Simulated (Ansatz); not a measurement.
# WS2: the cost of one run

Program: Ansatz 0.2.0. Level of theory: DFT PBEsol, scalar-relativistic, plane waves, PAW. These are calculated values, not measurements.

3 further runs of the same task are left out: 1 that didn't finish, 2 set aside as unsound or not needed.

## Step 1: The structure to begin with

It takes space group P-6m2 (No. 187, hexagonal). Conventional cell: a = 3.146 Å, b = 3.146 Å, c = 16.953 Å, α = 90.00°, β = 90.00°, γ = 120.00°. W (site symmetry -6m2) has 6 S at 2.40 Å as nearest neighbours. Around S (site symmetry 3m) lie 3 W at 2.40 Å.

As a file:

```cif
data_structure
_symmetry_space_group_name_H-M 'P-6m2'
_symmetry_Int_Tables_number 187
_cell_length_a 3.1458
_cell_length_b 3.1458
_cell_length_c 16.9534
_cell_angle_alpha 90.000
_cell_angle_beta 90.000
_cell_angle_gamma 120.000
_cell_volume 145.29
loop_
_atom_site_label
_atom_site_type_symbol
_atom_site_symmetry_multiplicity
_atom_site_Wyckoff_symbol
_atom_site_fract_x
_atom_site_fract_y
_atom_site_fract_z
_atom_site_occupancy
W1 W 1 c 0.33333 0.66667 0.00000 1
S1 S 2 i 0.66667 0.33333 0.90758 1
```

It goes back to an entry of the Materials Project, which need not be the stable form.

It is built from the cell relaxed beforehand with the same method (48.43 Å³/atom).

## Step 2: The reference cell

The cell is repeated 2 times, 6 atoms in all. The reference gives a free energy of -24058.1093 eV, pressure -0.01 GPa, largest force 0.002 eV/Å and gap on the mesh 1.94 eV. It was computed beforehand with the settings of the runs below.

## Step 3: The scan: a frozen normal mode

Mode 7 of the phonon run on this cell, counted from the lowest, is frozen in: each atom moves by x times its row below, so x is the largest displacement.

```
atom      ux      uy     uz
  W1   0.000   0.000  0.000
  W2   0.000   0.000  0.000
  S3   0.707   0.707  0.000
  S4   0.000   0.000  0.000
  S5   0.000   0.000  0.000
  S6  -0.707  -0.707  0.000
```

## Step 4: x = -0.200 Å

input.yaml reads:

```yaml
crystal:
  lattice:
    - [3.1457762248, 0.0, 0.0]
    - [-1.5728881124, 2.7243221253, 0.0]
    - [0.0, 0.0, 33.9068421692]
  atoms:
    - { symbol: W, position: [0.3333333333, 0.6666666667, 0.5] }
    - { symbol: W, position: [0.3333333333, 0.6666666667, 0.0] }
    - { symbol: S, position: [0.5957553881, 0.2814226746, 0.4537880746] }
    - { symbol: S, position: [0.6666666667, 0.3333333333, 0.9537880746] }
    - { symbol: S, position: [0.6666666667, 0.3333333333, 0.0462119254] }
    - { symbol: S, position: [0.7375779453, 0.3852439921, 0.5462119254] }
basis:
  ecutwfc: 420
kpoints:
  mp_grid: { grid: [12, 12, 1] }
hamiltonian:
  xc: pbesol
scf:
  occupations: { method: gaussian, width: 0.05 }
output:
  forces: true
  stress: true
  eigenvalues: true
```

Started as:

```
$ ansatz run input.yaml --threads 2 --pin off --max-ram 5120MiB --backend cpu --events-out ev --progress --plain --runs-dir out
```

What time and memory should one allow on 2 threads of Arm Neoverse V1, shared host?

About 36 s, with a peak of 0.8 GiB.
